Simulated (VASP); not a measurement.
# InAs (F-43m) in VASP: a series of runs

Runs on InAs. Level: PBEsol. Tasks: single point, relaxation of cell and atoms.

Everything below comes from runs of VASP 6.6.1. Logs are shortened: lines on timing, memory, paths and dates and some standing lists are left out, and cuts for length are marked.

**Experimental background.**

A printed reference work, data compilation reports, for a bulk crystal of InAs at 4.2 K: band gap 0.418 eV (direct).

How close the calculation comes is told below.

### 1 The cell of the first run

It takes space group F-43m (No. 216, cubic). Conventional cell: a = 6.041 Å, b = 6.041 Å, c = 6.041 Å, α = 90.00°, β = 90.00°, γ = 90.00°. In (site symmetry -43m) has 4 As at 2.62 Å within 3.5 Å. As (site symmetry -43m) has 4 In at 2.62 Å within 3.5 Å.

### 2 Single point, PBEsol

The input, INCAR:

```
SYSTEM = InAs
  ALGO = Normal
  EDIFF = 1E-6
  ENCUT = 520
  GGA = PS
  ISIF = 2
  ISMEAR = 0
  LASPH = .TRUE.
  LCHARG = .FALSE.
  LREAL = .FALSE.
  LWAVE = .FALSE.
  NBANDS = 16
  NELM = 100
  PREC = Accurate
  SIGMA = 0.1
```

The input, KPOINTS:

```
k-points
0
G
  6 6 6
  0 0 0
```

The input, POSCAR:

```
InAs
1.0
    0.0000000000      3.0204421994      3.0204421994
    3.0204421994      0.0000000000      3.0204421994
    3.0204421994      3.0204421994      0.0000000000
In As
1 1
Direct
    0.0000000000      0.0000000000      0.0000000000
    0.2500000000      0.2500000000      0.2500000000
```

Potentials or basis: VASP PAW PBE potentials, release 64 (In_d, As).

Run with:

```bash
$ cat potpaw_PBE.64/In_d/POTCAR potpaw_PBE.64/As/POTCAR > POTCAR
$ mpirun -np 1 vasp_std > vasp.out
```

OUTCAR:

```text
SYSTEM = InAs
   EDIFF = 1E-6
   ENCUT = 520
   GGA = PS
   ISIF = 2
   ISMEAR = 0
   LASPH = .TRUE.
   LREAL = .FALSE.
   NELM = 100
   PREC = Accurate

 ion  position               nearest neighbor table
   1  0.000  0.000  0.000-   2 2.62   2 2.62   2 2.62   2 2.62
   2  0.250  0.250  0.250-   1 2.62   1 2.62   1 2.62   1 2.62

  LATTYP: Found a face centered cubic cell.
 ALAT       =     6.0408843988

  Lattice vectors:

 A1 = (   0.0000000000,   3.0204421994,   3.0204421994)
 A2 = (   3.0204421994,   0.0000000000,   3.0204421994)
 A3 = (   3.0204421994,   3.0204421994,   0.0000000000)

Analysis of symmetry for initial positions (statically):
=====================================================================
 Subroutine PRICEL returns:
 Original cell was already a primitive cell.

 Routine SETGRP: Setting up the symmetry group for a
 face centered cubic supercell.

 Subroutine GETGRP returns: Found 24 space group operations
 (whereof 24 operations were pure point group operations)
 out of a pool of 48 trial point group operations.

The static configuration has the point symmetry T_d .

Analysis of symmetry for dynamics (positions and initial velocities):
=====================================================================
 Subroutine PRICEL returns:
 Original cell was already a primitive cell.

 Routine SETGRP: Setting up the symmetry group for a
 face centered cubic supercell.

 Subroutine GETGRP returns: Found 24 space group operations
 (whereof 24 operations were pure point group operations)
 out of a pool of 48 trial point group operations.

The dynamic configuration has the point symmetry T_d .

 Subroutine INISYM returns: Found 24 space group operations
 (whereof 24 operations are pure point group operations),
 and found     1 'primitive' translations

----------------------------------------------------------------------------------------

                                     Primitive cell

  volume of cell :      55.1114

  direct lattice vectors                    reciprocal lattice vectors
     0.000000000  3.020442199  3.020442199    -0.165538675  0.165538675  0.165538675
     3.020442199  0.000000000  3.020442199     0.165538675 -0.165538675  0.165538675
     3.020442199  3.020442199  0.000000000     0.165538675  0.165538675 -0.165538675

  length of vectors
     4.271550323  4.271550323  4.271550323     0.286721396  0.286721396  0.286721396

[... 70 lines left out ...]
   NELM   =    100;   NELMIN=  2; NELMDL= -5     # of ELM steps
   EDIFF  = 0.1E-05   stopping-criterion for ELM
   LREAL  =      F    real-space projection
   EDIFFG = 0.1E-04   stopping-criterion for IOM
   NSW    =      0    number of steps for IOM
   IBRION =     -1    ionic relax: 0-MD 1-quasi-New 2-CG
   NFREE  =      0    steps in history (QN), initial steepest desc. (CG)
   ISIF   =      2    stress and relaxation
   ISYM   =      2    0-nonsym 1-usesym 2-fastsym
   POTIM  = 0.5000    time-step for ionic-motion
   TEBEG  =    0.0;   TEEND  =   0.0 temperature during run
   PSTRESS=    0.0 pullay stress
   NELECT =      18.0000    total number of electrons
   NUPDOWN=      -1.0000    fix difference up-down
   EMIN   =  10.00;   EMAX   =-10.00  energy-range for DOS
   EFERMI =   0.00;   METHOD = LEGACY
   ISMEAR =     0;   SIGMA  =   0.10  broadening in eV -4-tet -1-fermi 0-gaus
   EFERMI_NEDOS =   21; number of points for ismear=-14 and -15
   IALGO  =     38    algorithm
   IMIX   =      4    mixing-type and parameters
     AMIX     =   0.40;   BMIX     =  1.00
     AMIX_MAG =   1.60;   BMIX_MAG =  1.00
  volume/ion in A,a.u.               =      27.56       185.96
  Fermi-wavevector in a.u.,A,eV,Ry     =   1.127418  2.130512 17.293989  1.271072
  Thomas-Fermi vector in A             =   2.264104
   LORBIT       =      0    0 simple, 1 ext, 2 COOP (PROOUT), +10 PAW based schemes
   GGA     = PS    functional components
   LHFCALC =     F    Hartree Fock is set to
   AEXX    =    0.0000 exact exchange contribution
   IVDW    =     0    specifies the selected vdW correction
   LEPSILON=     F    determine dielectric tensor
   LRPA    =     F    only Hartree local field effects (RPA)
 non-spin polarized calculation
 Gauss-broadening in eV      SIGMA  =   0.10
  energy-cutoff  :      520.00
  volume of cell :       55.11
 maximum number of plane-waves:      1524
   NGX = 15   NGY = 15   NGZ = 15

 number of electron      17.9999991 magnetization

 Free energy of the ion-electron system (eV)
  ---------------------------------------------------
  ext. energy  EPLUGINS =         0.00000000
  ---------------------------------------------------
  free energy    TOTEN  =        -8.46471390 eV

  energy without entropy =       -8.46399968  energy(sigma->0) =       -8.46435679

 E-fermi :   4.4418     XC(G=0):  -9.2947

 val. band max:        4.4113107658   @ k =   0.0000   0.0000   0.0000
 cond. band min:       5.2878663068   @ k =   0.5000   0.0000   0.0000
 fundamental gap:      0.8765555410
 Fermi energy:         4.4417687927

 k-point     1 :       0.0000    0.0000    0.0000
  band No.  band energies     occupation
      1      -9.9356      2.00000
      2      -9.9356      2.00000
      3      -9.9356      2.00000
      4      -9.8067      2.00000
      5      -9.8067      2.00000
      6      -7.4991      2.00000
[... 281 lines left out ...]
      3      -9.8584      2.00000
      4      -9.8295      2.00000
      5      -9.7930      2.00000
      6      -5.4118      2.00000
[... 8 lines left out ...]
     15      16.0276      0.00000
     16      16.1810      0.00000

------------------------ aborting loop because EDIFF is reached ----------------------------------------

  FORCE on cell =-STRESS in cart. coord.  units (eV):
  Direction    XX          YY          ZZ          XY          YZ          ZX
  --------------------------------------------------------------------------------------
  -------------------------------------------------------------------------------------
  Total        0.5222972      0.5222972      0.5222972      0.0000000      0.0000000     -0.0000000
  in kB       15.1840167     15.1840167     15.1840167      0.0000000      0.0000000     -0.0000000
  external PRESSURE =      15.1840167 kB  Pullay stress =       0.0000000 kB

 VOLUME and BASIS-vectors are now :
 -----------------------------------------------------------------------------
  energy-cutoff  :      520.00
  volume of cell :       55.11
      direct lattice vectors                 reciprocal lattice vectors
     0.000000000  3.020442199  3.020442199    -0.165538675  0.165538675  0.165538675
     3.020442199  0.000000000  3.020442199     0.165538675 -0.165538675  0.165538675
     3.020442199  3.020442199  0.000000000     0.165538675  0.165538675 -0.165538675

 POSITION                                       TOTAL-FORCE (eV/Angst)
 -----------------------------------------------------------------------------------
      0.00000      0.00000      0.00000        -0.000000     -0.000000     -0.000000
      1.51022      1.51022      1.51022         0.000000      0.000000      0.000000
 -----------------------------------------------------------------------------------
    total drift:                               -0.000000     -0.000000     -0.000000

  FREE ENERGIE OF THE ION-ELECTRON SYSTEM (eV)
  ---------------------------------------------------
  free  energy   TOTEN  =        -8.4647138986 eV

  energy  without entropy=       -8.4639996753  energy(sigma->0) =       -8.46435679
```

OSZICAR:

```text
N       E                     dE             d eps       ncg     rms          rms(c)
DAV:   1     0.115228350606E+03    0.11523E+03   -0.82428E+03   512   0.121E+03
DAV:   2    -0.109429493032E+01   -0.11632E+03   -0.11172E+03   544   0.299E+02
DAV:   3    -0.855786344141E+01   -0.74636E+01   -0.74234E+01   656   0.755E+01
DAV:   4    -0.875847719298E+01   -0.20061E+00   -0.20052E+00   624   0.136E+01
DAV:   5    -0.876862520981E+01   -0.10148E-01   -0.10148E-01   752   0.262E+00    0.450E+00
DAV:   6    -0.849908421508E+01    0.26954E+00   -0.39224E-01   800   0.114E+01    0.247E+00
DAV:   7    -0.846591019764E+01    0.33174E-01   -0.10778E-01   736   0.328E+00    0.689E-01
DAV:   8    -0.846437885669E+01    0.15313E-02   -0.13168E-02   656   0.128E+00    0.208E-01
DAV:   9    -0.846462156302E+01   -0.24271E-03   -0.87444E-04   616   0.241E-01    0.114E-01
DAV:  10    -0.846469569951E+01   -0.74136E-04   -0.12856E-04   704   0.173E-01    0.627E-02
DAV:  11    -0.846471399811E+01   -0.18299E-04   -0.47544E-05   592   0.982E-02    0.376E-02
DAV:  12    -0.846471389863E+01    0.99473E-07   -0.39063E-06   568   0.221E-02
   1 F= -.84647139E+01 E0= -.84643568E+01  d E =-.714223E-03
```

Wall time 13 s (1 thread of Intel Xeon 8259CL, shared host); peak memory 0.18 GiB.

What came out:

- Free energy: -8.4647 eV
- Pressure: 1.5 GPa
- Band gap on the k mesh: zero (filled and empty bands touch)

Caveat: semilocal functionals underestimate gaps, so a narrow gap can read as zero; the PAW data sets were made with another functional, which shifts forces and pressure a little; spin-orbit coupling is left out, which moves the levels of the heavy elements.

### 3 Single point, PBEsol

This run uses another cell than the first one, of 28.20 Å³/atom.

The input, INCAR:

```
ALGO = Normal
EDIFF = 1E-7
ENCUT = 520
GGA = PS
ISIF = 2
ISMEAR = 0
LASPH = True
LCHARG = False
LREAL = False
LWAVE = False
NBANDS = 16
NELM = 100
PREC = Accurate
SIGMA = 0.1
```

The input, KPOINTS:

```
k-points
0
Gamma
  12 12 12
```

The input, POSCAR:

```
InAs
1.0
    0.0000000000      3.0438224078      3.0438224078
    3.0438224078      0.0000000000      3.0438224078
    3.0438224078      3.0438224078      0.0000000000
In As
1 1
Direct
    0.0000000000      0.0000000000      0.0000000000
    0.2500000000      0.2500000000      0.2500000000
```

Potentials or basis: VASP PAW PBE potentials, release 64 (In_d, As).

Run with:

```bash
$ cat potpaw_PBE.64/In_d/POTCAR potpaw_PBE.64/As/POTCAR > POTCAR
$ mpirun -np 1 vasp_std > vasp.out
```

OUTCAR:

```text
EDIFF = 1E-7
   ENCUT = 520
   GGA = PS
   ISIF = 2
   ISMEAR = 0
   LASPH = True
   LREAL = False
   NELM = 100
   PREC = Accurate

 ion  position               nearest neighbor table
   1  0.000  0.000  0.000-   2 2.64   2 2.64   2 2.64   2 2.64
   2  0.250  0.250  0.250-   1 2.64   1 2.64   1 2.64   1 2.64

  LATTYP: Found a face centered cubic cell.
 ALAT       =     6.0876448156

  Lattice vectors:

 A1 = (   0.0000000000,   3.0438224078,   3.0438224078)
 A2 = (   3.0438224078,   0.0000000000,   3.0438224078)
[... 624 lines left out ...]
      3     -10.0784      2.00000
      4      -9.9994      2.00000
      5      -9.9942      2.00000
      6      -6.0215      2.00000
[... 8 lines left out ...]
     15      13.7500      0.00000
     16      14.1268      0.00000

 [... further k-points ...]
[... 5 lines left out ...]
  --------------------------------------------------------------------------------------
  -------------------------------------------------------------------------------------
  Total        0.0245861      0.0245861      0.0245861      0.0000000      0.0000000      0.0000000
  in kB        0.6984127      0.6984127      0.6984127      0.0000000      0.0000000      0.0000000
  external PRESSURE =       0.6984127 kB  Pullay stress =       0.0000000 kB

 VOLUME and BASIS-vectors are now :
 -----------------------------------------------------------------------------
  energy-cutoff  :      520.00
  volume of cell :       56.40
      direct lattice vectors                 reciprocal lattice vectors
     0.000000000  3.043822408  3.043822408    -0.164267139  0.164267139  0.164267139
     3.043822408  0.000000000  3.043822408     0.164267139 -0.164267139  0.164267139
     3.043822408  3.043822408  0.000000000     0.164267139  0.164267139 -0.164267139

 POSITION                                       TOTAL-FORCE (eV/Angst)
 -----------------------------------------------------------------------------------
      0.00000      0.00000      0.00000        -0.000000     -0.000000     -0.000000
      1.52191      1.52191      1.52191         0.000000      0.000000      0.000000
 -----------------------------------------------------------------------------------
    total drift:                               -0.000000     -0.000000     -0.000000

  FREE ENERGIE OF THE ION-ELECTRON SYSTEM (eV)
  ---------------------------------------------------
  free  energy   TOTEN  =        -8.4907051043 eV

  energy  without entropy=       -8.4905521551  energy(sigma->0) =       -8.49062863
```

stdout:

```text
POSCAR found type information on POSCAR InAs
 POSCAR found :  2 types and       2 ions
 scaLAPACK will be used
 -----------------------------------------------------------------------------
|                                                                             |
|                                                                             |
|     You enforced a specific xc type in the INCAR file but a different       |
|     I HOPE YOU KNOW WHAT YOU ARE DOING!                                     |
|                                                                             |
 -----------------------------------------------------------------------------

 LDA part: xc-table for (Slater+PW92), standard interpolation
 POSCAR, INCAR and KPOINTS ok, starting setup
 FFT: planning ... GRIDC
 FFT: planning ... GRID_SOFT
 FFT: planning ... GRID
 WAVECAR not read
 entering main loop
```

Wall time 65 s (1 thread of Intel Xeon 8259CL, shared host); peak memory 0.22 GiB.

Results:

```yaml
Free_energy: -8.4907 eV
Pressure: 0.1 GPa
Band_gap_on_the_k_mesh: zero (filled and empty bands touch)
```

Caveat: semilocal functionals underestimate gaps, so a narrow gap can read as zero; the PAW data sets were made with another functional, which shifts forces and pressure a little; spin-orbit coupling is left out, which moves the levels of the heavy elements.

### 4 Relaxation of cell and atoms, PBEsol

The input, INCAR:

```
SYSTEM = InAs
ALGO = Normal ; EDIFF = 1E-6
EDIFFG = -0.005 ; ENCUT = 600
GGA = PS ; IBRION = 2
ISIF = 3 ; ISMEAR = 0
LASPH = .True. ; LCHARG = .False.
LREAL = .False. ; LWAVE = .False.
NELM = 100 ; NSW = 100
PREC = Accurate ; SIGMA = 0.1
```

The input, KPOINTS:

```
k-points
0
Gamma
  12 12 12
  0 0 0
```

The input, POSCAR:

```
InAs
1.0
    0.0000000000      3.0204421994      3.0204421994
    3.0204421994      0.0000000000      3.0204421994
    3.0204421994      3.0204421994      0.0000000000
In As
1 1
Direct
    0.0000000000      0.0000000000      0.0000000000
    0.2500000000      0.2500000000      0.2500000000
```

Run with:

```bash
$ cat potpaw_PBE.64/In_d/POTCAR potpaw_PBE.64/As/POTCAR > POTCAR
$ mpirun -np 1 vasp_std > vasp.out
```

Wall time 4.1 min (1 thread of Intel Xeon 8259CL, shared host); peak memory 0.26 GiB.

Results (log left out):

```yaml
Free_energy: -8.4909 eV
Relaxed_volume: 28.24 Å³/atom
Relaxed_cell: a = 4.307 Å, b = 4.307 Å, c = 4.307 Å, α = 60.00°, β = 60.00°, γ = 60.00°
Space_group_after_relaxing_to_0.1_Å: F-43m (No. 216)
Energy_gained_by_relaxing: 3.1 meV/atom
Ionic_steps: 3
Pressure_after_relaxing: 0.0 GPa
Band_gap_on_the_k_mesh: zero (filled and empty bands touch)
```

The path:
```
step  energy change (eV)  largest force (eV/Å)  pressure (GPa)  volume (Å³)
   1              0.0000                0.0000            1.46        55.11
   2             -0.0049                0.0000           -0.63        57.14
   3             -0.0061                0.0000            0.01        56.49
```

Final structure:
```cif
data_structure
_symmetry_space_group_name_H-M 'P 1'
_symmetry_Int_Tables_number 1
_cell_length_a 4.3068
_cell_length_b 4.3068
_cell_length_c 4.3068
_cell_angle_alpha 60.000
_cell_angle_beta 60.000
_cell_angle_gamma 60.000
_cell_volume 56.49
loop_
_atom_site_label
_atom_site_type_symbol
_atom_site_fract_x
_atom_site_fract_y
_atom_site_fract_z
_atom_site_occupancy
In1 In 0.00000 0.00000 0.00000 1
As1 As 0.25000 0.25000 0.25000 1
```

Levels at points of the mesh, in eV from the Fermi level:
```
           k point  band 6  band 7  band 8  band 9  band 10  band 11  band 12  band 13
(0.00, 0.00, 0.00)  -11.81   -0.45   -0.06   -0.06    -0.06     3.79     3.79     3.79
(0.50, 0.00, 0.00)  -10.39   -5.77   -1.03   -1.03     0.77     4.55     4.55     6.63
(0.50, 0.50, 0.00)   -9.87   -5.85   -2.33   -2.33     1.42     1.92     8.88     9.01
```

Caveat: semilocal functionals underestimate gaps, so a narrow gap can read as zero; the PAW data sets were made with another functional, which shifts forces and pressure a little; spin-orbit coupling is left out, which moves the levels of the heavy elements. Zero-point motion and thermal expansion aren't in these numbers.

### 5 Overview

```tsv
task	cell	k mesh	cutoff (eV)	gap on the mesh (eV)	pressure (GPa)
single point	a = 4.272 Å, angles 60.0°, 2 atoms	6 × 6 × 6	520	none	1.5
single point	a = 4.305 Å, angles 60.0°, 2 atoms	12 × 12 × 12	520	none	0.1
relaxation of cell and atoms	relaxed from a = 4.272 Å, angles 60.0°, 2 atoms	12 × 12 × 12	600	none	0.0
```

Alike in all rows: level PBEsol; potentials or basis VASP PAW PBE potentials, release 64 (In_d, As); no spin polarisation; smearing gaussian 0.1 eV.

Caveats: semilocal functionals underestimate gaps, so a narrow gap can read as zero; the PAW data sets were made with another functional, which shifts forces and pressure a little; spin-orbit coupling is left out, which moves the levels of the heavy elements.

Total energies depend on the potentials used, so only differences within one code and one set of settings carry meaning.

### 6 How close it comes

Step 3. Against the measured gap of InAs, 0.418 eV (direct; 4.2 K; a printed reference work, data compilation), the calculated 0.00 eV is off by -0.42 eV. Spin-orbit coupling on As, In is left out. The value is that of PBEsol on a finite k mesh, which can miss the band edges, without temperature or zero-point motion. Semilocal functionals fall short of measured gaps as a rule.
